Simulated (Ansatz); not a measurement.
All numbers below come from DFT PBE, scalar-relativistic, plane waves, PAW in Ansatz. All cells share a 420 eV cutoff and Γ-centred k meshes spaced at most about 0.3 Å⁻¹ (2π included). No spin polarisation in the final relaxations.

These are static total energies at zero pressure.

Two forms of PbS were relaxed alike.

A. Space group P6_3/mmc (No. 194), hexagonal, a = 4.129 Å, c = 7.356 Å. Around Pb lie 6 S at 3.01 Å; S has 6 Pb at 3.01 Å.

B. Space group I4mm (No. 107), tetragonal, a = 4.249 Å, c = 6.011 Å. Pb has 6 S at 2.98–3.03 Å; S is surrounded by 6 Pb at 2.98–3.03 Å.

Task: Which form is favoured at zero pressure, and by what margin per atom?

Result: B is lower, by 82 meV/atom. A has the anti-nickel arsenide type, space group P6_3/mmc (No. 194), 27.1 Å³/atom and a gap of 0.26 eV on its mesh; B has space group I4mm (No. 107), 27.1 Å³/atom and a gap of 0.50 eV. Both come from invented guesses. The part of the Crystallography Open Database at hand lists PbS in space groups No. 12, 225; no cell shown has one of them.

Spin–orbit coupling, which can matter for Pb, is left out. Kohn–Sham gaps at this level usually fall short of measured ones. The missing spin–orbit coupling can work the other way here. Cells relaxed within their symmetry can be saddle points.
